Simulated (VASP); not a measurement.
Wanted: the native input for a VASP 6.6.1 run.

```yaml
Task: relaxation of cell and atoms
Functional: PBE
Dispersion: D3(BJ)
Potentials_or_basis: VASP PAW PBE potentials, release 64 (Ti_sv, B)
Cutoff: 600 eV
k_mesh: 16 × 16 × 14
Occupations: methfessel-paxton, width 0.1 eV
Spin: no spin polarisation
Further_INCAR_settings: ALGO = Normal; EDIFF = 1e-07; IBRION = 2; EDIFFG = -0.005; NSW = 60; ISIF = 3
```

The structure of TiB2 lies in POSCAR:

```
TiB2
1.0
    3.0200000000      0.0000000000      0.0000000000
   -1.5100000000      2.6153967200      0.0000000000
    0.0000000000      0.0000000000      3.2000000000
Ti B
1 2
Direct
    0.0000000000      0.0000000000      0.0000000000
    0.3333333300      0.6666666700      0.5000000000
    0.6666666700      0.3333333300      0.5000000000
```

The cell was built by a generator and needn't be a form met in nature.

The input as run:

INCAR

```
SYSTEM = TiB2
PREC = Accurate
ENCUT = 600
EDIFF = 1E-7
ISMEAR = 1
SIGMA = 0.1
LREAL = .False.
LASPH = .True.
NELM = 120
ALGO = Normal
ISIF = 3
LWAVE = .False.
LCHARG = .False.
GGA = PE
IVDW = 12
IBRION = 2
NSW = 60
EDIFFG = -0.005
```

KPOINTS

```
Automatic mesh
0
Gamma
  16 16 14
  0 0 0
```

Potentials or basis: VASP PAW PBE potentials, release 64 (Ti_sv, B).

The run is started by

```console
$ cat potpaw_PBE.64/Ti_sv/POTCAR potpaw_PBE.64/B/POTCAR > POTCAR
$ mpirun -np 1 vasp_std > vasp.out
```

It gave:

```json
{"Relaxed volume": "8.29 Å³/atom", "Relaxed cell": "a = 3.004 Å, b = 3.004 Å, c = 3.182 Å, α = 90.00°, β = 90.00°, γ = 120.00°", "Space group after relaxing (to 0.05 Å)": "P6/mmm (No. 191)", "Energy gained by relaxing": "1.8 meV/atom", "Ionic steps": "6", "Pressure after relaxing": "-0.1 GPa", "Band gap on the k mesh": "none (metal or under the smearing width)", "Dispersion energy per atom": "-0.433 eV"}
```

Caveat: pairwise dispersion overbinds metals, which lowers pressure and volume.

Wall time 110 s on 1 thread of Intel(R) Xeon(R) 6975P-C (Granite Rapids), on a shared host, peak memory 0.24 GiB.
